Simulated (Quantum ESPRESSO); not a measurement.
# WS2 in Quantum ESPRESSO: further runs, part 2 of 2

Quantum ESPRESSO 7.5. Earlier steps stand in the parts before.

### 3 Dielectric tensor, LDA

Contents of pw.in:

```
&CONTROL
  calculation = 'scf'
  prefix = 'pwscf'
  outdir = './tmp'
  pseudo_dir = './pseudo'
  tprnfor = .true.
  tstress = .true.
  disk_io = 'low'
/
&SYSTEM
  ibrav = 0
  celldm(1) = 8
  nat = 3
  ntyp = 2
  ecutwfc = 70
  nbnd = 20
  occupations = 'smearing'
  smearing = 'fd'
  degauss = 0.00367493
/
&ELECTRONS
  conv_thr = 6d-10
  electron_maxstep = 120
  mixing_beta = 0.5
/
ATOMIC_SPECIES
W    183.8400 W.upf
S     32.0600 S.upf
CELL_PARAMETERS alat
  0.7519967530744   0.0000000000000   0.0000000000000
 -0.3759983765372   0.6512482917101   0.0000000000000
  0.0000000000000   0.0000000000000   4.0039937332796
ATOMIC_POSITIONS crystal
W      0.0000000000    0.0000000000    0.0000000000
S      0.3333333333    0.6666666667    0.0920005100
S      0.3333333333    0.6666666667    0.9079994900
K_POINTS automatic
10 10 2 0 0 1
```

Contents of gamma.in:

```
&CONTROL
  calculation = 'bands'
  prefix = 'pwscf'
  outdir = './tmp'
  pseudo_dir = './pseudo'
  disk_io = 'low'
  verbosity = 'high'
/
&SYSTEM
  ibrav = 0
  celldm(1) = 8
  nat = 3
  ntyp = 2
  ecutwfc = 70
  nbnd = 20
  occupations = 'smearing'
  smearing = 'fd'
  degauss = 0.00367493
/
&ELECTRONS
  conv_thr = 1d-08
  electron_maxstep = 120
  mixing_beta = 0.5
  diago_full_acc = .true.
  startingwfc = 'random'
/
ATOMIC_SPECIES
W    183.8400 W.upf
S     32.0600 S.upf
CELL_PARAMETERS alat
  0.7519967530744   0.0000000000000   0.0000000000000
 -0.3759983765372   0.6512482917101   0.0000000000000
  0.0000000000000   0.0000000000000   4.0039937332796
ATOMIC_POSITIONS crystal
W      0.0000000000    0.0000000000    0.0000000000
S      0.3333333333    0.6666666667    0.0920005100
S      0.3333333333    0.6666666667    0.9079994900
K_POINTS crystal
1
0.0 0.0 0.0 1
```

Contents of scf2.in:

```
&CONTROL
  calculation = 'scf'
  prefix = 'pwscf'
  outdir = './tmp'
  pseudo_dir = './pseudo'
  tprnfor = .true.
  tstress = .true.
  disk_io = 'low'
/
&SYSTEM
  ibrav = 0
  celldm(1) = 8
  nat = 3
  ntyp = 2
  ecutwfc = 70
  nbnd = 20
  occupations = 'fixed'
/
&ELECTRONS
  conv_thr = 1d-13
  electron_maxstep = 120
  mixing_beta = 0.5
  startingpot = 'file'
/
ATOMIC_SPECIES
W    183.8400 W.upf
S     32.0600 S.upf
CELL_PARAMETERS alat
  0.7519967530744   0.0000000000000   0.0000000000000
 -0.3759983765372   0.6512482917101   0.0000000000000
  0.0000000000000   0.0000000000000   4.0039937332796
ATOMIC_POSITIONS crystal
W      0.0000000000    0.0000000000    0.0000000000
S      0.3333333333    0.6666666667    0.0920005100
S      0.3333333333    0.6666666667    0.9079994900
K_POINTS automatic
10 10 2 0 0 1
```

Contents of ph.in:

```
dielectric of WS2
&INPUTPH
  prefix = 'pwscf'
  outdir = './tmp'
  tr2_ph = 1d-18
  fildyn = 'dyn'
  niter_ph = 90
  alpha_mix(1) = 0.7
  epsil = .true.
  trans = .false.
  zeu = .true.
/
0.0000000000 0.0000000000 0.0000000000
```

Potentials or basis: PseudoDojo 0.4.1 SR LDA standard.

On the command line:

```sh
$ OMP_NUM_THREADS=1 pw.x -in pw.in > pw.out
$ OMP_NUM_THREADS=1 pw.x -in gamma.in > gamma.out
$ OMP_NUM_THREADS=1 pw.x -in scf2.in > scf2.out
$ OMP_NUM_THREADS=1 ph.x -in ph.in > ph.out
```

pw.out:

```text
This program is part of the open-source Quantum ESPRESSO suite
     for quantum simulation of materials; please cite
[... 9 lines left out ...]
     --------------------
     sticks:   dense  smooth     PW     G-vecs:    dense   smooth      PW
     Sum         691     691    199                79173    79173   12421

     Using Slab Decomposition

     bravais-lattice index     =            0
     lattice parameter (alat)  =       8.0000  a.u.
     unit-cell volume          =    1003.9820 (a.u.)^3
     number of atoms/cell      =            3
     number of atomic types    =            2
     number of electrons       =        26.00
     number of Kohn-Sham states=           20
     kinetic-energy cutoff     =      70.0000  Ry
     charge density cutoff     =     280.0000  Ry
     scf convergence threshold =      6.0E-10
     mixing beta               =       0.5000
     number of iterations used =            8  plain     mixing
     Exchange-correlation= SLA  PW   NOGX NOGC
                           (   1   4   0   0   0   0   0)

     celldm(1)=   8.000000  celldm(2)=   0.000000  celldm(3)=   0.000000
     celldm(4)=   0.000000  celldm(5)=   0.000000  celldm(6)=   0.000000

     crystal axes: (cart. coord. in units of alat)
               a(1) = (   0.751997   0.000000   0.000000 )
               a(2) = (  -0.375998   0.651248   0.000000 )
               a(3) = (   0.000000   0.000000   4.003994 )

     reciprocal axes: (cart. coord. in units 2 pi/alat)
               b(1) = (  1.329793  0.767756 -0.000000 )
               b(2) = (  0.000000  1.535513  0.000000 )
               b(3) = (  0.000000 -0.000000  0.249751 )

     PseudoPot. # 1 for W  read from file:
     W.upf
     Pseudo is Norm-conserving + core correction, Zval = 14.0
     Generated using ONCVPSP code by D. R. Hamann
     Using radial grid of 1380 points,  8 beta functions with:
                l(1) =   0
                l(2) =   0
                l(3) =   1
                l(4) =   1
                l(5) =   2
                l(6) =   2
                l(7) =   3
[... 26 lines left out ...]

     number of k points=    14  Fermi-Dirac smearing, width (Ry)=  0.0037
                       cart. coord. in units 2pi/alat
        k(    1) = (   0.0000000   0.0000000   0.0624377), wk =   0.0200000
        k(    2) = (   0.0000000   0.1535513   0.0624377), wk =   0.1200000
        k(    3) = (   0.0000000   0.3071025   0.0624377), wk =   0.1200000
        k(    4) = (   0.0000000   0.4606538   0.0624377), wk =   0.1200000
        k(    5) = (   0.0000000   0.6142051   0.0624377), wk =   0.1200000
        k(    6) = (   0.0000000  -0.7677563   0.0624377), wk =   0.0600000
        k(    7) = (   0.1329793   0.2303269   0.0624377), wk =   0.1200000
        k(    8) = (   0.1329793   0.3838782   0.0624377), wk =   0.2400000
        k(    9) = (   0.1329793   0.5374294   0.0624377), wk =   0.2400000
        k(   10) = (   0.1329793   0.6909807   0.0624377), wk =   0.2400000
        k(   11) = (   0.2659586   0.4606538   0.0624377), wk =   0.1200000
        k(   12) = (   0.2659586   0.6142051   0.0624377), wk =   0.2400000
        k(   13) = (   0.2659586   0.7677563   0.0624377), wk =   0.1200000
        k(   14) = (   0.3989379   0.6909807   0.0624377), wk =   0.1200000

     Dense  grid:    79173 G-vectors     FFT dimensions: (  36,  36, 180)

     Initial potential from superposition of free atoms

     starting charge      25.9995, renormalised to      26.0000

     negative rho (up, down):  1.448E-05 0.000E+00
     Starting wfcs are   18 randomized atomic wfcs +    2 random wfcs

     Self-consistent Calculation

     iteration #  1     ecut=    70.00 Ry     beta= 0.50
     Davidson diagonalization with overlap
     ethr =  1.00E-02,  avg # of iterations =  6.4

     Threshold (ethr) on eigenvalues was too large:
     Diagonalizing with lowered threshold

     Davidson diagonalization with overlap
     ethr =  3.03E-04,  avg # of iterations =  4.2

     negative rho (up, down):  5.466E-06 0.000E+00
[... 59 lines left out ...]
     iteration #  9     ecut=    70.00 Ry     beta= 0.50
     Davidson diagonalization with overlap
     ethr =  4.36E-11,  avg # of iterations =  3.2

     End of self-consistent calculation

          k = 0.0000 0.0000 0.0624 (  9811 PWs)   bands (ev):

   -73.9505 -38.1851 -38.0249 -38.0249 -14.6677 -12.9809  -6.2844  -2.8506
    -2.8506  -2.0124  -1.6030  -1.6030   0.0277   2.9216   2.9216   3.1212
     3.1212   5.0333   5.6106   5.8651
[... 21 lines left out ...]
   -73.9354 -38.3273 -38.1292 -38.0964 -12.7945 -12.3359  -6.1535  -4.8339
    -4.3321  -3.2643  -1.9363  -1.3385  -1.0811   2.7050   2.9465   3.9157
     4.7016   5.8714   7.4839   7.6048

          k = 0.0000-0.7678 0.0624 (  9950 PWs)   bands (ev):

   -73.9338 -38.3584 -38.1233 -38.1038 -12.5281 -12.2527  -6.4418  -5.0746
    -4.3487  -3.3880  -2.0100  -1.2084  -0.8513   2.8424   3.3060   4.0470
     4.7903   5.0337   7.5910   7.8923

          k = 0.1330 0.2303 0.0624 (  9890 PWs)   bands (ev):
[... 43 lines left out ...]
   -73.9320 -38.2897 -38.2185 -38.1167 -12.2604 -12.1097  -5.6554  -5.4809
    -4.2295  -3.7374  -3.2414  -2.1560  -0.1312   2.0047   3.4067   3.9110
     5.4432   6.5335   7.3575   9.1026

     the Fermi energy is     0.9860 ev

!    total energy              =    -196.27610752 Ry
     estimated scf accuracy    <          5.8E-11 Ry
     smearing contrib. (-TS)   =      -0.00000000 Ry
     internal energy E=F+TS    =    -196.27610752 Ry

     The total energy is F=E-TS. E is the sum of the following terms:
     one-electron contribution =    -865.05235435 Ry
     hartree contribution      =     432.70480525 Ry
     xc contribution           =     -45.64069704 Ry
     ewald contribution        =     281.71213863 Ry

     convergence has been achieved in   9 iterations

     Forces acting on atoms (cartesian axes, Ry/au):

     atom    1 type  1   force =     0.00000000    0.00000000    0.00000000
     atom    2 type  2   force =     0.00000000    0.00000000   -0.01691381
     atom    3 type  2   force =     0.00000000    0.00000000    0.01691381

     Total force =     0.023920     Total SCF correction =     0.000001

     Computing stress (Cartesian axis) and pressure

          total   stress  (Ry/bohr**3)                   (kbar)     P=      -21.95
  -0.00017356  -0.00000000   0.00000000          -25.53       -0.00        0.00
  -0.00000000  -0.00017356   0.00000000           -0.00      -25.53        0.00
   0.00000000   0.00000000  -0.00010043            0.00        0.00      -14.77

=------------------------------------------------------------------------------=
   JOB DONE.
=------------------------------------------------------------------------------=
```

Wall time 27 min (1 thread of Intel Xeon at 2.50GHz (Skylake/Cascade Lake), shared host); peak memory 0.21 GiB.

Results:

```
Free energy                             : -2670.4725 eV
Largest force                           : 0.435 eV/Å
Electronic dielectric tensor (diagonal) : 5.64, 5.64, 1.43
Born charges (mean of the diagonal)     : W -0.43; S +0.21 e
```

Forces in eV/Å, atoms in the order of the input:
```
W    0.000  0.000  0.000
S    0.000  0.000 -0.435
S    0.000  0.000  0.435
```

Stress tensor (GPa, compression positive):
```
-2.55  0.00  0.00
 0.00 -2.55  0.00
 0.00  0.00 -1.48
```

Electronic dielectric tensor:
```
5.64 0.00 0.00
0.00 5.64 0.00
0.00 0.00 1.43
```

Born effective charge tensors (e):
atom 1, W
```
-0.60  0.00  0.00
 0.00 -0.60  0.00
 0.00  0.00 -0.09
```
atom 2, S
```
0.30 0.00 0.00
0.00 0.30 0.00
0.00 0.00 0.04
```
atom 3, S
```
0.30 0.00 0.00
0.00 0.30 0.00
0.00 0.00 0.04
```

Spin-orbit coupling is left out, which matters for the levels of W.
